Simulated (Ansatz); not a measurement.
ZrO2:
```
ZrO2
1.0
    0.00000     2.55794     2.55794
    2.55794     0.00000     2.55794
    2.55794     2.55794     0.00000
Zr O
1 2
Direct
  0.00000   0.00000   0.00000
  0.25000   0.25000   0.25000
  0.75000   0.75000   0.75000
```

x, y and z are the axes in which the lattice vectors are written.

Question: Give the high-frequency dielectric tensor and the Born effective charge tensors of the independent atoms from DFPT, PBE (plane waves, PAW; program Ansatz).

Answer: 
ε∞:
```
5.82  0.00  0.00
0.00  5.82  0.00
0.00  0.00  5.82
```
Z* of atom 1 (Zr), rows: field, columns: displacement, in e:
```
5.75  0.00  0.00
0.00  5.75  0.00
0.00  0.00  5.75
```
Z* of atom 2 (O), rows: field, columns: displacement, in e:
```
-2.87   0.00   0.00
 0.00  -2.87   0.00
 0.00   0.00  -2.87
```

Static charges for comparison (Bader): Zr1 +2.63, O2 -1.32 e. Born charges measure polarisation by displacement and can exceed these by far.

Space group Fm-3m (fluorite). This is a known high-temperature phase of the composition, computed here at zero pressure and temperature. The cell was relaxed with PBE under the symmetry of its start. At this level the phase is dynamically unstable (imaginary phonons). No spin polarisation was allowed. Scalar-relativistic: spin–orbit coupling is off unless named, which matters more the heavier the elements.

Potentials: the later of the program's two PAW sets.
